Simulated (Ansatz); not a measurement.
# BaO: the cost of one run

Method: DFT PBEsol, scalar-relativistic, plane waves, PAW, in Ansatz 0.2.0.

1 further run of the same task is left out (set aside as unsound or not needed).

**1. Starting point**

It takes space group Fm-3m (No. 225, cubic). The conventional cell has a = 5.490 Å, b = 5.490 Å, c = 5.490 Å, α = 90.00°, β = 90.00°, γ = 90.00°. Around Ba (site symmetry m-3m) lie 6 O at 2.75 Å. O (site symmetry m-3m) has 6 Ba at 2.75 Å as nearest neighbours.

Structure file:

```cif
data_structure
_symmetry_space_group_name_H-M 'P 1'
_symmetry_Int_Tables_number 1
_cell_length_a 3.8823
_cell_length_b 3.8823
_cell_length_c 3.8823
_cell_angle_alpha 60.000
_cell_angle_beta 60.000
_cell_angle_gamma 60.000
_cell_volume 41.38
loop_
_atom_site_label
_atom_site_type_symbol
_atom_site_fract_x
_atom_site_fract_y
_atom_site_fract_z
_atom_site_occupancy
Ba1 Ba 0.00000 0.00000 0.00000 1
O1 O 0.50000 0.50000 0.50000 1
```

It is the result of an earlier relaxation at this level (volume 20.69 Å³/atom; gap on the mesh: 1.84 eV).

The bulk reference comes from a run made before at the same settings: -3213.0444 eV/atom.

**2. The (111) slab**

Planes are indexed in the bulk's conventional cell (Fm-3m (No. 225)), a = 5.490 Å, b = 5.490 Å, c = 5.490 Å, α = 90.00°, β = 90.00°, γ = 90.00°.

Cut from the relaxed bulk: a (111) slab, 11.1 Å thick as cut, with 15 Å of vacuum; its outer planes are Ba (top) and O (bottom).

The slab as cut. Its planes from the bottom up:

```csv
plane,atoms per cell,height over the lowest (Å)
1,O,0.00
2,Ba,1.58
3,O,3.17
4,Ba,4.75
5,O,6.34
6,Ba,7.92
7,O,9.51
8,Ba,11.09
```

**3. The slab as cut, atoms at the bulk's places**

A dipole layer in the vacuum cancels the field that periodic copies would set up if the slab's two faces differ.

Contents of input.yaml:

```yaml
crystal:
  lattice:
    - [3.8822785428, 0.0, 0.0]
    - [-1.9411392714, 3.3621518426, 0.0]
    - [0.0, 0.0, 26.0945350474]
  atoms:
    - { symbol: O, position: [0.3333333333, 0.6666666667, 0.2874165026] }
    - { symbol: Ba, position: [0.6666666667, 0.3333333333, 0.3481546447] }
    - { symbol: O, position: [0.0, 0.0, 0.4088927868] }
    - { symbol: Ba, position: [0.3333333333, 0.6666666667, 0.4696309289] }
    - { symbol: O, position: [0.6666666667, 0.3333333333, 0.5303690711] }
    - { symbol: Ba, position: [0.0, 0.0, 0.5911072132] }
    - { symbol: O, position: [0.3333333333, 0.6666666667, 0.6518453553] }
    - { symbol: Ba, position: [0.6666666667, 0.3333333333, 0.7125834974] }
basis:
  ecutwfc: 420
kpoints:
  mp_grid: { grid: [9, 9, 1] }
hamiltonian:
  xc: pbesol
scf:
  occupations: { method: gaussian, width: 0.05 }
output:
  forces: true
  stress: true
  eigenvalues: true
efield:
  axis: 3
  dipole_correction: true
```

What time and memory should one allow on 1 thread of an Arm CPU, shared host?

About 66 s, with a peak of 0.49 GiB.
